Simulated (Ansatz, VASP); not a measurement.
MgO2: VASP beside Ansatz

File INCAR:

```
PREC = Accurate
ENCUT = 520
EDIFF = 1E-7
ISMEAR = 0
SIGMA = 0.05
LREAL = F
LASPH = T
NELM = 60
ALGO = Normal
ISIF = 2
LWAVE = F
LCHARG = F
GGA = PS
NBANDS = 14
```

KPOINTS

```
regular mesh
0
Gamma
  12 12 12
```

The input POSCAR:

```
MgO2
1.0
    1.5788732469      0.9115628941      3.6094952467
   -1.5788732469      0.9115628941      3.6094952467
    0.0000000000     -1.8231257882      3.6094952467
Mg O
1 2
Direct
    0.0000000000      0.0000000000      0.0000000000
    0.4287860000      0.4287860000      0.4287860000
    0.5712140000      0.5712140000      0.5712140000
```

Input for Ansatz:

```yaml
crystal:
  lattice:
    - [1.5788732469, 0.9115628941, 3.6094952467]
    - [-1.5788732469, 0.9115628941, 3.6094952467]
    - [0.0, -1.8231257882, 3.6094952467]
  atoms:
    - { symbol: Mg, position: [0.0, 0.0, 0.0] }
    - { symbol: O, position: [0.428786, 0.428786, 0.428786] }
    - { symbol: O, position: [0.571214, 0.571214, 0.571214] }
basis:
  ecutwfc: 420
kpoints:
  mp_grid: { grid: [12, 12, 12] }
hamiltonian:
  xc: pbesol
scf:
  occupations: { method: gaussian, width: 0.05 }
output:
  forces: true
  stress: true
  eigenvalues: true
```

Alike in both runs: task single point; functional PBEsol; k mesh 12 × 12 × 12; occupations gaussian, width 0.05 eV; no spin polarisation.

|  | VASP | Ansatz |
| --- | --- | --- |
| version | VASP 6.6.1 | Ansatz 0.2.0 |
| potentials or method | VASP PAW PBE potentials, release 64 (Mg, O) | scalar-relativistic, plane waves, PAW |
| plane-wave cutoff (eV) | 520 | 420 |
| valence electrons in the cell | 14 | 22 |

|  | VASP | Ansatz | Ansatz less VASP |
| --- | --- | --- | --- |
| gap on the k mesh at the Fermi level (eV) | 1.52 | 1.54 | +0.021 |
| least direct gap on the mesh (eV) | 1.52 | 1.54 | +0.021 |
| pressure (GPa) | -7.3 | -7.0 | +0.29 |
| largest component of the traceless stress (GPa) | 13.64 | 14.36 | +0.726 |
| rms of the force components (eV/Å) | 0.484 | 0.544 | +0.0607 |

Atom by atom the forces differ by 0.061 eV/Å (rms over components). The two sets of potentials don't hold the same shells in valence.

Caveats: the PAW data sets were made with another functional, which shifts forces and pressure a little (VASP). A k mesh can miss the band edges. Expect the measured gap to be larger: semilocal functionals such as PBEsol lack the derivative discontinuity.
